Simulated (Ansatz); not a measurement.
Input of an Ansatz 0.2.0 run:

Contents of input.yaml:

```yaml
crystal:
  lattice:
    - [0.0, 2.3, 2.3]
    - [2.3, 0.0, 2.3]
    - [2.3, 2.3, 0.0]
  atoms:
    - { symbol: Zr, position: [0.5, 0.5, 0.5] }
    - { symbol: "N", position: [0.0, 0.0, 0.0] }
hamiltonian:
  xc: pbe
  pseudopotentials: { kind: paw }
kpoints:
  mp_grid: { grid: [7, 7, 7] }
scf:
  occupations: { method: fermi_dirac, width: 0.05 }
output:
  forces: true
  stress: true
elastic:
  mode: relaxed_ion
  stencil: two_point
```

Potentials or basis: Ansatz PAW.

Run with:

```console
$ ansatz run input.yaml --threads 2 --pin off --max-ram 5632MiB --backend cpu --events-out ev --progress --plain --runs-dir out
```

What does it give for the elastic constants C11, C12, C44?

535, 101, 73 GPa.

Estimate the Voigt bulk modulus.

246 GPa.

What does it give for the pressure?

-0.7 GPa.

What does it give for the band gap on the k mesh?

None (metal or under the smearing width).

Elastic tensor in Voigt notation (GPa, in the Cartesian axes of the cell as first typed):
```
535 101 101   0   0   0
101 535 101   0   0   0
101 101 535   0   0   0
  0   0   0  73   0   0
  0   0   0   0  73   0
  0   0   0   0   0  73
```

Caveat: elastic constants of metals need much finer meshes, so these are rough; the pressure holds a Pulay correction of +0.4 GPa for the finite cutoff.
